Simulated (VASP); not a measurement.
# CdTe (F-43m) in VASP: further runs

One crystal, CdTe, is run at these levels: PBE; tasks: relaxation of cell and atoms.

All numbers are computed with VASP 6.6.1; they aren't measurements. Logs are shortened: lines on timing, memory, paths and dates and some standing lists are left out, and cuts for length are marked.

## Step 1: Starting point

Symmetry: F-43m, No. 216, cubic system. The conventional cell has a = 6.410 Å, b = 6.410 Å, c = 6.410 Å, α = 90.00°, β = 90.00°, γ = 90.00°. Cd (site symmetry -43m) has 4 Te at 2.78 Å as nearest neighbours. Te (site symmetry -43m) is surrounded by 4 Cd at 2.78 Å.

## Step 2: Relaxation of cell and atoms, PBE

INCAR

```
  PREC = Accurate
  ENCUT = 520
  EDIFF = 1E-7
  ISMEAR = 0
  SIGMA = 0.02
  LREAL = F
  LASPH = T
  NELM = 60
  ALGO = Fast
  ISIF = 3
  LWAVE = F
  LCHARG = F
  GGA = PE
  IBRION = 2
  NSW = 80
  EDIFFG = -0.002
  KPAR = 4
```

KPOINTS

```
Automatic mesh
0
Gamma
  8 8 8
```

POSCAR

```
CdTe
1.0
    0.0000000000      3.2050000000      3.2050000000
    3.2050000000      0.0000000000      3.2050000000
    3.2050000000      3.2050000000      0.0000000000
Cd Te
1 1
Direct
    0.0000000000      0.0000000000      0.0000000000
    0.2500000000      0.2500000000      0.2500000000
```

Potentials or basis: VASP PAW PBE potentials, release 64 (Cd, Te).

Started as:

```console
$ cat potpaw_PBE.64/Cd/POTCAR potpaw_PBE.64/Te/POTCAR > POTCAR
$ mpirun -np 4 vasp_std > vasp.out
```

OUTCAR:

```text
PREC = Accurate
   ENCUT = 520
   EDIFF = 1E-7
   ISMEAR = 0
   LREAL = F
   LASPH = T
   NELM = 60
   ISIF = 3
   GGA = PE
   IBRION = 2
   NSW = 80
   EDIFFG = -0.002

 ion  position               nearest neighbor table
   1  0.000  0.000  0.000-   2 2.78   2 2.78   2 2.78   2 2.78
   2  0.250  0.250  0.250-   1 2.78   1 2.78   1 2.78   1 2.78

  LATTYP: Found a face centered cubic cell.
 ALAT       =     6.4100000000

  Lattice vectors:

 A1 = (   0.0000000000,   3.2050000000,   3.2050000000)
 A2 = (   3.2050000000,   0.0000000000,   3.2050000000)
 A3 = (   3.2050000000,   3.2050000000,   0.0000000000)

Analysis of symmetry for initial positions (statically):
=====================================================================
 Subroutine PRICEL returns:
 Original cell was already a primitive cell.

 Routine SETGRP: Setting up the symmetry group for a
 face centered cubic supercell.

 Subroutine GETGRP returns: Found 24 space group operations
 (whereof 24 operations were pure point group operations)
 out of a pool of 48 trial point group operations.

The static configuration has the point symmetry T_d .

Analysis of symmetry for dynamics (positions and initial velocities):
=====================================================================
 Subroutine PRICEL returns:
 Original cell was already a primitive cell.

 Routine SETGRP: Setting up the symmetry group for a
 face centered cubic supercell.

 Subroutine GETGRP returns: Found 24 space group operations
 (whereof 24 operations were pure point group operations)
 out of a pool of 48 trial point group operations.

The dynamic configuration has the point symmetry T_d .

 Subroutine INISYM returns: Found 24 space group operations
 (whereof 24 operations are pure point group operations),
 and found     1 'primitive' translations

----------------------------------------------------------------------------------------

                                     Primitive cell

  volume of cell :      65.8437

  direct lattice vectors                    reciprocal lattice vectors
     0.000000000  3.205000000  3.205000000    -0.156006240  0.156006240  0.156006240
     3.205000000  0.000000000  3.205000000     0.156006240 -0.156006240  0.156006240
     3.205000000  3.205000000  0.000000000     0.156006240  0.156006240 -0.156006240

  length of vectors
[... 105 lines left out ...]
  Thomas-Fermi vector in A             =   2.197950
   LORBIT       =      0    0 simple, 1 ext, 2 COOP (PROOUT), +10 PAW based schemes
   GGA     = PE    functional components
   LHFCALC =     F    Hartree Fock is set to
   AEXX    =    0.0000 exact exchange contribution
   IVDW    =     0    specifies the selected vdW correction
   LEPSILON=     F    determine dielectric tensor
   LRPA    =     F    only Hartree local field effects (RPA)
 conjugate gradient relaxation of ions
 non-spin polarized calculation
 RMM-DIIS sequential band-by-band and
 Gauss-broadening in eV      SIGMA  =   0.02
  energy-cutoff  :      520.00
  volume of cell :       65.84
 maximum number of plane-waves:      1807
 NGX is ok and might be reduce to    36
   NGX = 17   NGY = 17   NGZ = 17

--------------------------------------- Ionic step        1  -------------------------------------------

 number of electron      17.9999995 magnetization

 Free energy of the ion-electron system (eV)
  ---------------------------------------------------
  ext. energy  EPLUGINS =         0.00000000
  ---------------------------------------------------
  free energy    TOTEN  =        -4.72671770 eV

  energy without entropy =       -4.72671770  energy(sigma->0) =       -4.72671770

------------------------ aborting loop because EDIFF is reached ----------------------------------------

  FORCE on cell =-STRESS in cart. coord.  units (eV):
  Direction    XX          YY          ZZ          XY          YZ          ZX
  --------------------------------------------------------------------------------------
  -------------------------------------------------------------------------------------
  Total        1.8060068      1.8060068      1.8060068      0.0000000     -0.0000000     -0.0000000
  in kB       43.9456472     43.9456472     43.9456472      0.0000000     -0.0000000     -0.0000000
  external PRESSURE =      43.9456472 kB  Pullay stress =       0.0000000 kB
[... 59 lines left out ...]
--------------------------------------- Ionic step        3  -------------------------------------------

 number of electron      18.0000006 magnetization

 Free energy of the ion-electron system (eV)
  ---------------------------------------------------
  ext. energy  EPLUGINS =         0.00000000
  ---------------------------------------------------
  free energy    TOTEN  =        -4.81187065 eV

  energy without entropy =       -4.81187065  energy(sigma->0) =       -4.81187065

 E-fermi :   1.9248     XC(G=0):  -8.2995

 val. band max:        1.7798099368   @ k =   0.0000   0.0000   0.0000
 cond. band min:       2.3564482384   @ k =   0.0000   0.0000   0.0000
 fundamental gap:      0.5766383016
 Fermi energy:         1.9248339536

 k-point     1 :       0.0000    0.0000    0.0000
  band No.  band energies     occupation
      1      -9.0434      2.00000
      2      -6.3036      2.00000
      3      -6.3036      2.00000
      4      -6.3036      2.00000
      5      -6.0882      2.00000
      6      -6.0882      2.00000
      7       1.7798      2.00000
      8       1.7798      2.00000
      9       1.7798      2.00000
     10       2.3564      0.00000
     11       6.4200      0.00000
     12       6.4200      0.00000
     13       6.4200      0.00000
[... 354 lines left out ...]
  band No.  band energies     occupation
      1      -8.6542      2.00000
      2      -6.2301      2.00000
      3      -6.2204      2.00000
      4      -6.1000      2.00000
      5      -6.0831      2.00000
      6      -5.7057      2.00000
      7      -2.1331      2.00000
      8      -0.0713      2.00000
      9       0.6631      2.00000
     10       4.8685      0.00000
     11       6.4411      0.00000
     12       7.6588      0.00000
     13       8.7941      0.00000

 [... further k-points ...]

------------------------ aborting loop because EDIFF is reached ----------------------------------------

  FORCE on cell =-STRESS in cart. coord.  units (eV):
  Direction    XX          YY          ZZ          XY          YZ          ZX
  --------------------------------------------------------------------------------------
  -------------------------------------------------------------------------------------
  Total        0.0021614      0.0021614      0.0021614      0.0000000      0.0000000      0.0000000
  in kB        0.0476827      0.0476827      0.0476827      0.0000000      0.0000000      0.0000000
  external PRESSURE =       0.0476827 kB  Pullay stress =       0.0000000 kB
[... 17 lines left out ...]
  FREE ENERGIE OF THE ION-ELECTRON SYSTEM (eV)
  ---------------------------------------------------
  free  energy   TOTEN  =        -4.8118706510 eV

  energy  without entropy=       -4.8118706510  energy(sigma->0) =       -4.81187065

 reached required accuracy - stopping structural energy minimisation
```

It took 35 s on 4 MPI ranks of Intel Xeon Platinum 8259CL at 2.50GHz (Skylake/Cascade Lake), shared host; peak memory 0.22 GiB.

What came out:

```yaml
Free_energy: -4.8119 eV
Relaxed_volume: 36.31 Å³/atom
Relaxed_cell: a = 4.683 Å, b = 4.683 Å, c = 4.683 Å, α = 60.00°, β = 60.00°, γ = 60.00°
Space_group_after_relaxing_to_0.05_Å: F-43m (No. 216)
Energy_gained_by_relaxing: 42.6 meV/atom
Ionic_steps: 3
Pressure_after_relaxing: 0.0 GPa
Band_gap_on_the_k_mesh: 0.58 eV, direct
```

The path:
| step | energy change (eV) | largest force (eV/Å) | pressure (GPa) | volume (Å³) |
| --- | --- | --- | --- | --- |
| 1 | 0.0000 | 0.0000 | 4.39 | 65.84 |
| 2 | -0.0784 | 0.0000 | -0.97 | 74.83 |
| 3 | -0.0852 | 0.0000 | 0.00 | 72.62 |

Final structure:
```yaml
crystal:
  lattice:
    - [0.00000, 3.31143, 3.31143]
    - [3.31143, 0.00000, 3.31143]
    - [3.31143, 3.31143, 0.00000]
  atoms:
    - { symbol: Cd, position: [0.00000, 0.00000, 0.00000] }
    - { symbol: Te, position: [0.25000, 0.25000, 0.25000] }
```

Caveat: spin-orbit coupling is left out, which moves the levels of the heavy elements; the volume moved by +10 % from the deposited cell, more than functionals usually miss.

## Step 3: Relaxation of cell and atoms, PBE

This run uses another cell than the first one, of 36.31 Å³/atom, 1.103 times its volume.

INCAR is that of step 2.

KPOINTS is that of step 2.

POSCAR

```
CdTe                                    
1.0
    0.0000000000      3.3114303548      3.3114303548
    3.3114303548     -0.0000000000      3.3114303548
    3.3114303548      3.3114303548     -0.0000000000
  Cd              Te            
     1     1
Direct
     0.0000000000000000    0.0000000000000000    0.0000000000000000
     0.2500000000000000    0.2500000000000000    0.2500000000000000
```

Potentials or basis: VASP PAW PBE potentials, release 64 (Cd, Te).

Started as:

```console
$ cat potpaw_PBE.64/Cd/POTCAR potpaw_PBE.64/Te/POTCAR > POTCAR
$ mpirun -np 4 vasp_std > vasp.out
```

OUTCAR:

```text
PREC = Accurate
   ENCUT = 520
   EDIFF = 1E-7
   ISMEAR = 0
   LREAL = F
   LASPH = T
   NELM = 60
   ISIF = 3
   GGA = PE
   IBRION = 2
   NSW = 80
   EDIFFG = -0.002

 ion  position               nearest neighbor table
   1  0.000  0.000  0.000-   2 2.87   2 2.87   2 2.87   2 2.87
   2  0.250  0.250  0.250-   1 2.87   1 2.87   1 2.87   1 2.87

  LATTYP: Found a face centered cubic cell.
 ALAT       =     6.6228607096

  Lattice vectors:

 A1 = (   0.0000000000,   3.3114303548,   3.3114303548)
 A2 = (   3.3114303548,   0.0000000000,   3.3114303548)
 A3 = (   3.3114303548,   3.3114303548,   0.0000000000)

Analysis of symmetry for initial positions (statically):
=====================================================================
 Subroutine PRICEL returns:
 Original cell was already a primitive cell.

 Routine SETGRP: Setting up the symmetry group for a
 face centered cubic supercell.

 Subroutine GETGRP returns: Found 24 space group operations
 (whereof 24 operations were pure point group operations)
 out of a pool of 48 trial point group operations.

The static configuration has the point symmetry T_d .

Analysis of symmetry for dynamics (positions and initial velocities):
=====================================================================
 Subroutine PRICEL returns:
 Original cell was already a primitive cell.

 Routine SETGRP: Setting up the symmetry group for a
 face centered cubic supercell.

 Subroutine GETGRP returns: Found 24 space group operations
 (whereof 24 operations were pure point group operations)
 out of a pool of 48 trial point group operations.

The dynamic configuration has the point symmetry T_d .

 Subroutine INISYM returns: Found 24 space group operations
 (whereof 24 operations are pure point group operations),
 and found     1 'primitive' translations

----------------------------------------------------------------------------------------

[... 169 lines left out ...]
    total drift:                               -0.000000     -0.000000     -0.000001

  FREE ENERGIE OF THE ION-ELECTRON SYSTEM (eV)
  ---------------------------------------------------
  free  energy   TOTEN  =        -4.8121132755 eV

  energy  without entropy=       -4.8121132755  energy(sigma->0) =       -4.81211328

--------------------------------------- Ionic step        2  -------------------------------------------

 number of electron      18.0000006 magnetization

 Free energy of the ion-electron system (eV)
  ---------------------------------------------------
  ext. energy  EPLUGINS =         0.00000000
  ---------------------------------------------------
  free energy    TOTEN  =        -4.81211857 eV

  energy without entropy =       -4.81211857  energy(sigma->0) =       -4.81211857

 E-fermi :   1.9156     XC(G=0):  -8.2951

 val. band max:        1.7712350056   @ k =   0.0000   0.0000   0.0000
 cond. band min:       2.3446446081   @ k =   0.0000   0.0000   0.0000
 fundamental gap:      0.5734096026
 Fermi energy:         1.9155811165

 k-point     1 :       0.0000    0.0000    0.0000
  band No.  band energies     occupation
      1      -9.0467      2.00000
      2      -6.3100      2.00000
      3      -6.3100      2.00000
      4      -6.3100      2.00000
      5      -6.0953      2.00000
      6      -6.0953      2.00000
      7       1.7712      2.00000
      8       1.7712      2.00000
      9       1.7712      2.00000
     10       2.3446      0.00000
     11       6.4117      0.00000
     12       6.4117      0.00000
     13       6.4117      0.00000
[... 354 lines left out ...]
  band No.  band energies     occupation
      1      -8.6586      2.00000
      2      -6.2368      2.00000
      3      -6.2271      2.00000
      4      -6.1071      2.00000
      5      -6.0903      2.00000
      6      -5.7137      2.00000
      7      -2.1369      2.00000
      8      -0.0766      2.00000
      9       0.6568      2.00000
     10       4.8573      0.00000
     11       6.4331      0.00000
     12       7.6484      0.00000
     13       8.7825      0.00000

 [... further k-points ...]
[... 5 lines left out ...]
  --------------------------------------------------------------------------------------
  -------------------------------------------------------------------------------------
  Total       -0.0021111     -0.0021111     -0.0021111      0.0000000      0.0000000      0.0000000
  in kB       -0.0465266     -0.0465266     -0.0465266      0.0000000      0.0000000      0.0000000
  external PRESSURE =      -0.0465266 kB  Pullay stress =       0.0000000 kB

 VOLUME and BASIS-vectors are now :
 -----------------------------------------------------------------------------
  energy-cutoff  :      520.00
  volume of cell :       72.70
      direct lattice vectors                 reciprocal lattice vectors
     0.000000000  3.312574668  3.312574668    -0.150939994  0.150939994  0.150939994
     3.312574668  0.000000000  3.312574668     0.150939994 -0.150939994  0.150939994
     3.312574668  3.312574668  0.000000000     0.150939994  0.150939994 -0.150939994

 POSITION                                       TOTAL-FORCE (eV/Angst)
 -----------------------------------------------------------------------------------
      0.00000      3.31257      3.31257         0.000000      0.000000     -0.000000
      1.65629      1.65629      1.65629        -0.000000     -0.000000      0.000000
 -----------------------------------------------------------------------------------
    total drift:                               -0.000000     -0.000000     -0.000001

  FREE ENERGIE OF THE ION-ELECTRON SYSTEM (eV)
  ---------------------------------------------------
  free  energy   TOTEN  =        -4.8121185748 eV

  energy  without entropy=       -4.8121185748  energy(sigma->0) =       -4.81211857

 reached required accuracy - stopping structural energy minimisation
```

CONTCAR:

```text
CdTe
   1.00000000000000
     0.0000000000000000    3.3125746679047170    3.3125746679047170
     3.3125746679047170    0.0000000000000000    3.3125746679047170
     3.3125746679047170    3.3125746679047170    0.0000000000000000
  Cd              Te
     1     1
Direct
     1.0000000000000000    0.0000000000000000    0.0000000000000000
     0.2500000000000000    0.2500000000000000    0.2500000000000000

  0.00000000E+00  0.00000000E+00  0.00000000E+00
  0.00000000E+00  0.00000000E+00  0.00000000E+00
```

Wall time 21 s (4 MPI ranks of Intel Xeon Platinum 8259CL at 2.50GHz (Skylake/Cascade Lake), shared host); peak memory 0.22 GiB.

What came out:

```yaml
Free_energy: -4.8121 eV
Relaxed_volume: 36.35 Å³/atom
Relaxed_cell: a = 4.685 Å, b = 4.685 Å, c = 4.685 Å, α = 60.00°, β = 60.00°, γ = 60.00°
Space_group_after_relaxing_to_0.05_Å: F-43m (No. 216)
Energy_gained_by_relaxing: 0.0 meV/atom
Ionic_steps: 2
Pressure_after_relaxing: 0.0 GPa
Band_gap_on_the_k_mesh: 0.57 eV, direct
```

Final structure:
```yaml
crystal:
  lattice:
    - [0.00000, 3.31257, 3.31257]
    - [3.31257, 0.00000, 3.31257]
    - [3.31257, 3.31257, 0.00000]
  atoms:
    - { symbol: Cd, position: [0.00000, 0.00000, 0.00000] }
    - { symbol: Te, position: [0.25000, 0.25000, 0.25000] }
```

Caveat: spin-orbit coupling is left out, which moves the levels of the heavy elements.
